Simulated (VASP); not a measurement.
# HgTe (I4/mmm) in VASP: further runs

Runs on HgTe. Level: PBE. Tasks: single point.

All numbers are computed with VASP 6.6.1; they aren't measurements. Logs are shortened: lines on timing, memory, paths and dates and some standing lists are left out, and cuts for length are marked.

### 1 The cell of the first run

The structure is tetragonal, space group I4/mmm (No. 139). Conventional cell: a = 4.352 Å, b = 4.352 Å, c = 5.908 Å, α = 90.00°, β = 90.00°, γ = 90.00°. Hg (site symmetry 4/mmm) is surrounded by 6 Te at 2.95 to 3.08 Å. Te (site symmetry 4/mmm) is surrounded by 6 Hg at 2.95 to 3.08 Å.

Measurements of this composition are mostly on another form, of space group No. 216.

### 2 Single point, PBE (strain -0.0400 x Voigt [0, 1, 0, 0, 0, 0], atoms carried along)

Contents of INCAR:

```
SYSTEM = HgTe
  PREC = Accurate
  ENCUT = 520
  EDIFF = 1E-6
  ISMEAR = 0
  SIGMA = 0.15
  LREAL = .False.
  LASPH = .True.
  NELM = 100
  ALGO = Fast
  ISIF = 2
  LWAVE = .False.
  LCHARG = .False.
  GGA = PE
  NBANDS = 16
```

Contents of KPOINTS:

```
regular mesh
0
Gamma
  14 14 14
  0 0 0
```

Contents of POSCAR:

```
HgTe
1.0
    0.0000000000      2.9540323200      3.0771170000
    3.0771170000      0.0000000000      3.0771170000
    3.0771170000      2.9540323200      0.0000000000
Hg Te
1 1
Direct
    0.0000000000      0.0000000000      0.0000000000
    0.5000000000      0.5000000000      0.5000000000
```

Potentials or basis: VASP PAW PBE potentials, release 64 (Hg, Te).

Command:

```
> cat potpaw_PBE.64/Hg/POTCAR potpaw_PBE.64/Te/POTCAR > POTCAR
> mpirun -np 1 vasp_std > vasp.out
```

OUTCAR:

```text
SYSTEM = HgTe
   PREC = Accurate
   ENCUT = 520
   EDIFF = 1E-6
   ISMEAR = 0
   LREAL = .False.
   LASPH = .True.
   NELM = 100
   ISIF = 2
   GGA = PE

 ion  position               nearest neighbor table
   1  0.000  0.000  0.000-   2 2.95   2 2.95   2 3.08   2 3.08   2 3.08   2 3.08
   2  0.500  0.500  0.500-   1 2.95   1 2.95   1 3.08   1 3.08   1 3.08   1 3.08

  LATTYP: Found a body centered tetragonal cell.
 ALAT       =     4.3517005944
 C/A-ratio  =     1.3576450199

  Lattice vectors:

 A1 = (   0.0000000000,  -2.9540323200,   3.0771170000)
 A2 = (   0.0000000000,  -2.9540323200,  -3.0771170000)
 A3 = (   3.0771170000,   2.9540323200,   0.0000000000)

Analysis of symmetry for initial positions (statically):
=====================================================================
 Subroutine PRICEL returns:
 Original cell was already a primitive cell.

 Routine SETGRP: Setting up the symmetry group for a
 body centered tetragonal supercell.

 Subroutine GETGRP returns: Found 16 space group operations
 (whereof 16 operations were pure point group operations)
 out of a pool of 16 trial point group operations.

The static configuration has the point symmetry D_4h.

Analysis of symmetry for dynamics (positions and initial velocities):
=====================================================================
 Subroutine PRICEL returns:
 Original cell was already a primitive cell.

 Routine SETGRP: Setting up the symmetry group for a
 body centered tetragonal supercell.

 Subroutine GETGRP returns: Found 16 space group operations
 (whereof 16 operations were pure point group operations)
 out of a pool of 16 trial point group operations.

The dynamic configuration has the point symmetry D_4h.

 Subroutine INISYM returns: Found 16 space group operations
 (whereof 16 operations are pure point group operations),
 and found     1 'primitive' translations

----------------------------------------------------------------------------------------

                                     Primitive cell

  volume of cell :      55.9414

  direct lattice vectors                    reciprocal lattice vectors
     0.000000000  2.954032320  3.077117000    -0.162489759  0.169260166  0.162489759
     3.077117000  0.000000000  3.077117000     0.162489759 -0.169260166  0.162489759
     3.077117000  2.954032320  0.000000000     0.162489759  0.169260166 -0.162489759

  length of vectors
     4.265554592  4.351700594  4.265554592     0.285402956  0.285402956  0.285402956

  position of ions in fractional coordinates (direct lattice)
     0.000000000  0.000000000  0.000000000
     0.500000000  0.500000000  0.500000000

  ion indices of the primitive-cell ions
   primitive index   ion index
                 1           1
                 2           2

----------------------------------------------------------------------------------------

 KPOINTS: regular mesh

Automatic generation of k-mesh.
 Grid dimensions read from file:
 generate k-points for:   14   14   14

 Generating k-lattice:

  Cartesian coordinates                     Fractional coordinates (reciprocal lattice)
    -0.011606411  0.012090012  0.011606411     0.071428571  0.000000000  0.000000000
     0.011606411 -0.012090012  0.011606411     0.000000000  0.071428571  0.000000000
     0.011606411  0.012090012 -0.011606411     0.000000000  0.000000000  0.071428571

  Length of vectors
     0.020385925  0.020385925  0.020385925

  Shift w.r.t. Gamma in fractional coordinates (k-lattice)
     0.000000000  0.000000000  0.000000000

 Subroutine IBZKPT returns following result:
 ===========================================

 Found    244 irreducible k-points:

 Following reciprocal coordinates:
            Coordinates               Weight
  0.000000  0.000000  0.000000      1.000000
  0.071429  0.000000  0.000000      8.000000
  0.142857  0.000000 -0.000000      8.000000
  0.214286  0.000000 -0.000000      8.000000
  0.285714  0.000000  0.000000      8.000000
  0.357143  0.000000  0.000000      8.000000
[... 16 lines left out ...]
  0.214286  0.142857 -0.000000     16.000000
  0.285714  0.142857  0.000000     16.000000
 [... further k-points ...]
   k-points           NKPTS =    244   k-points in BZ     NKDIM =    244   number of bands    NBANDS=     16
   number of dos      NEDOS =    301   number of ions     NIONS =      2
   total plane-waves  NPLWV =  32768
   dimension x,y,z NGX =    32 NGY =   32 NGZ =   32
   dimension x,y,z NGXF=    64 NGYF=   64 NGZF=   64
   ions per type =               1   1
   NGX,Y,Z   is equivalent  to a cutoff of  12.47, 12.22, 12.47 a.u.
   NGXF,Y,Z  is equivalent  to a cutoff of  24.94, 24.45, 24.94 a.u.
 SYSTEM =  HgTe
   PREC   = accura    normal or accurate (medium, high low for compatibility)
   ISTART =      0    job   : 0-new  1-cont  2-samecut
   ICHARG =      2    charge: 1-file 2-atom 10-const
   ISPIN  =      1    spin polarized calculation?
   LNONCOLLINEAR =      F non collinear calculations
   LSORBIT =      F    spin-orbit coupling
   LASPH  =      T    aspherical Exc in radial PAW
   ENCUT  =  520.0 eV  38.22 Ry    6.18 a.u.   7.93  8.09  7.93*2*pi/ulx,y,z
   NELM   =    100;   NELMIN=  2; NELMDL= -5     # of ELM steps
   EDIFF  = 0.1E-05   stopping-criterion for ELM
   LREAL  =      F    real-space projection
   EDIFFG = 0.1E-04   stopping-criterion for IOM
   NSW    =      0    number of steps for IOM
   IBRION =     -1    ionic relax: 0-MD 1-quasi-New 2-CG
   NFREE  =      0    steps in history (QN), initial steepest desc. (CG)
   ISIF   =      2    stress and relaxation
   ISYM   =      2    0-nonsym 1-usesym 2-fastsym
   POTIM  = 0.5000    time-step for ionic-motion
   TEBEG  =    0.0;   TEEND  =   0.0 temperature during run
   PSTRESS=    0.0 pullay stress
   NELECT =      18.0000    total number of electrons
   NUPDOWN=      -1.0000    fix difference up-down
   EMIN   =  10.00;   EMAX   =-10.00  energy-range for DOS
   EFERMI =   0.00;   METHOD = LEGACY
   ISMEAR =     0;   SIGMA  =   0.15  broadening in eV -4-tet -1-fermi 0-gaus
   EFERMI_NEDOS =   21; number of points for ismear=-14 and -15
   IALGO  =     68    algorithm
   IMIX   =      4    mixing-type and parameters
     AMIX     =   0.40;   BMIX     =  1.00
     AMIX_MAG =   1.60;   BMIX_MAG =  1.00
  volume/ion in A,a.u.               =      27.97       188.76
  Fermi-wavevector in a.u.,A,eV,Ry     =   1.121815  2.119923 17.122509  1.258469
  Thomas-Fermi vector in A             =   2.258471
   LORBIT       =      0    0 simple, 1 ext, 2 COOP (PROOUT), +10 PAW based schemes
   GGA     = PE    functional components
   LHFCALC =     F    Hartree Fock is set to
   AEXX    =    0.0000 exact exchange contribution
   IVDW    =     0    specifies the selected vdW correction
   LEPSILON=     F    determine dielectric tensor
   LRPA    =     F    only Hartree local field effects (RPA)
 non-spin polarized calculation
 RMM-DIIS sequential band-by-band and
 Gauss-broadening in eV      SIGMA  =   0.15
  energy-cutoff  :      520.00
  volume of cell :       55.94
 maximum number of plane-waves:      1526
   NGX = 15   NGY = 17   NGZ = 15

 number of electron      18.0000005 magnetization

 Free energy of the ion-electron system (eV)
  ---------------------------------------------------
  ext. energy  EPLUGINS =         0.00000000
  ---------------------------------------------------
  free energy    TOTEN  =        -3.32771690 eV

  energy without entropy =       -3.31368655  energy(sigma->0) =       -3.32070172

 E-fermi :   4.5397     XC(G=0):  -9.9392

 val. band max:        4.5377138473   @ k =   0.3571   0.0000   0.0000
 cond. band min:       4.5453359462   @ k =  -0.2143   0.0714   0.0000
 fundamental gap:      0.0076220989
 Fermi energy:         4.5396897203

 k-point     1 :       0.0000    0.0000    0.0000
  band No.  band energies     occupation
      1      -7.5917      2.00000
      2      -2.2457      2.00000
      3      -2.1852      2.00000
      4      -2.1852      2.00000
      5      -2.1790      2.00000
      6      -2.0931      2.00000
[... 8 lines left out ...]
     15      12.3100      0.00000
     16      12.8236      0.00000

 k-point     2 :       0.0714    0.0000    0.0000
  band No.  band energies     occupation
      1      -7.5459      2.00000
      2      -2.2652      2.00000
      3      -2.1982      2.00000
      4      -2.1869      2.00000
      5      -2.1743      2.00000
      6      -2.0918      2.00000
[... 8 lines left out ...]
     15      12.4092      0.00000
     16      12.8521      0.00000

 k-point     3 :       0.1429    0.0000   -0.0000
  band No.  band energies     occupation
      1      -7.4114      2.00000
      2      -2.3216      2.00000
      3      -2.2473      2.00000
      4      -2.1974      2.00000
      5      -2.1473      2.00000
      6      -2.0827      2.00000
[... 8 lines left out ...]
     15      12.7242      0.00000
     16      12.8301      0.00000

 k-point     4 :       0.2143    0.0000   -0.0000
  band No.  band energies     occupation
      1      -7.1989      2.00000
      2      -2.4035      2.00000
      3      -2.3164      2.00000
      4      -2.2313      2.00000
      5      -2.1076      2.00000
      6      -2.0608      2.00000
[... 8 lines left out ...]
     15      13.1711      0.00000
     16      13.1715      0.00000
[... 324 lines left out ...]
 k-point    22 :       0.1429    0.1429    0.0000
  band No.  band energies     occupation
      1      -7.3773      2.00000
      2      -2.3377      2.00000
      3      -2.2107      2.00000
      4      -2.2055      2.00000
      5      -2.1504      2.00000
      6      -2.0689      2.00000
[... 8 lines left out ...]
     15      13.9435      0.00000
     16      14.2725      0.00000

 k-point    23 :       0.2143    0.1429   -0.0000
  band No.  band energies     occupation
      1      -7.2394      2.00000
      2      -2.3903      2.00000
      3      -2.2301      2.00000
      4      -2.2235      2.00000
      5      -2.1199      2.00000
      6      -2.0503      2.00000
[... 8 lines left out ...]
     15      14.0982      0.00000
     16      14.4172      0.00000

 k-point    24 :       0.2857    0.1429    0.0000
  band No.  band energies     occupation
      1      -7.0365      2.00000
      2      -2.4393      2.00000
      3      -2.2944      2.00000
      4      -2.2434      2.00000
      5      -2.0815      2.00000
      6      -2.0215      2.00000
[... 8 lines left out ...]
     15      14.1857      0.00000
     16      14.6510      0.00000

 [... further k-points ...]

------------------------ aborting loop because EDIFF is reached ----------------------------------------

  FORCE on cell =-STRESS in cart. coord.  units (eV):
  Direction    XX          YY          ZZ          XY          YZ          ZX
  --------------------------------------------------------------------------------------
  -------------------------------------------------------------------------------------
  Total        0.4239003      1.3779669      0.4239003      0.0000000      0.0000000      0.0000000
  in kB       12.1406245     39.4653646     12.1406245      0.0000000      0.0000000      0.0000000
  external PRESSURE =      21.2488712 kB  Pullay stress =       0.0000000 kB

 VOLUME and BASIS-vectors are now :
 -----------------------------------------------------------------------------
  energy-cutoff  :      520.00
  volume of cell :       55.94
      direct lattice vectors                 reciprocal lattice vectors
     0.000000000  2.954032320  3.077117000    -0.162489759  0.169260166  0.162489759
     3.077117000  0.000000000  3.077117000     0.162489759 -0.169260166  0.162489759
     3.077117000  2.954032320  0.000000000     0.162489759  0.169260166 -0.162489759

 POSITION                                       TOTAL-FORCE (eV/Angst)
 -----------------------------------------------------------------------------------
      0.00000      0.00000      0.00000         0.000000      0.000000      0.000000
      3.07712      2.95403      3.07712         0.000000      0.000000     -0.000000
 -----------------------------------------------------------------------------------
    total drift:                                0.000000     -0.000000     -0.000000

  FREE ENERGIE OF THE ION-ELECTRON SYSTEM (eV)
  ---------------------------------------------------
  free  energy   TOTEN  =        -3.3277168951 eV

  energy  without entropy=       -3.3136865543  energy(sigma->0) =       -3.32070172
```

Run time: 89 s. Hardware: 1 thread of AMD EPYC 9R14 (Zen 4), shared host; peak memory 0.33 GiB.

Results:

| Quantity | Value |
| --- | --- |
| Free energy | -3.3277 eV |
| Pressure | 2.1 GPa |
| Band gap on the k mesh | none (metal or under the smearing width) |

### 3 Single point, PBE (strain -0.0200 x Voigt [0, 1, 0, 0, 0, 0], atoms carried along)

Contents of INCAR:

```
SYSTEM = HgTe
PREC = Accurate
ENCUT = 520
EDIFF = 1E-6
ISMEAR = 0
SIGMA = 0.15
LREAL = .False.
LASPH = .True.
NELM = 100
ALGO = Fast
ISIF = 2
LWAVE = .False.
LCHARG = .False.
GGA = PE
NBANDS = 16
```

KPOINTS is that of step 2.

Contents of POSCAR:

```
HgTe
1.0
    0.0000000000      3.0155746600      3.0771170000
    3.0771170000      0.0000000000      3.0771170000
    3.0771170000      3.0155746600      0.0000000000
Hg Te
1 1
Direct
    0.0000000000      0.0000000000      0.0000000000
    0.5000000000      0.5000000000      0.5000000000
```

Potentials or basis: VASP PAW PBE potentials, release 64 (Hg, Te).

Command:

```
> cat potpaw_PBE.64/Hg/POTCAR potpaw_PBE.64/Te/POTCAR > POTCAR
> mpirun -np 1 vasp_std > vasp.out
```

Run time: 91 s. Hardware: 1 thread of AMD EPYC 9R14 (Zen 4), shared host; peak memory 0.33 GiB.

The run converged. Its results:

| Item | Value |
| --- | --- |
| Free energy | -3.3478 eV |
| Pressure | 0.9 GPa |
| Band gap on the k mesh | none (metal or under the smearing width) |

Stress tensor (GPa, compression positive):
```
0.49 0.00 0.00
0.00 1.61 0.00
0.00 0.00 0.49
```

Levels at points of the mesh, in eV from the Fermi level:
| k point | band 6 | band 7 | band 8 | band 9 | band 10 | band 11 | band 12 | band 13 |
| --- | --- | --- | --- | --- | --- | --- | --- | --- |
| (0.00, 0.00, 0.00) | -6.59 | -0.97 | -0.78 | -0.64 | -0.64 | 7.61 | 7.61 | 7.62 |
| (0.50, 0.00, 0.00) | -6.45 | -5.47 | 0.21 | 0.33 | 2.65 | 3.67 | 3.91 | 4.07 |
| (0.50, 0.50, 0.00) | -5.82 | -4.19 | -2.68 | -2.31 | -2.11 | 4.91 | 8.89 | 9.44 |
| (0.50, 0.00, 0.50) | -5.79 | -4.22 | -2.80 | -2.27 | -2.27 | 4.81 | 9.08 | 9.08 |

(Part 1 of 2 ends here.)
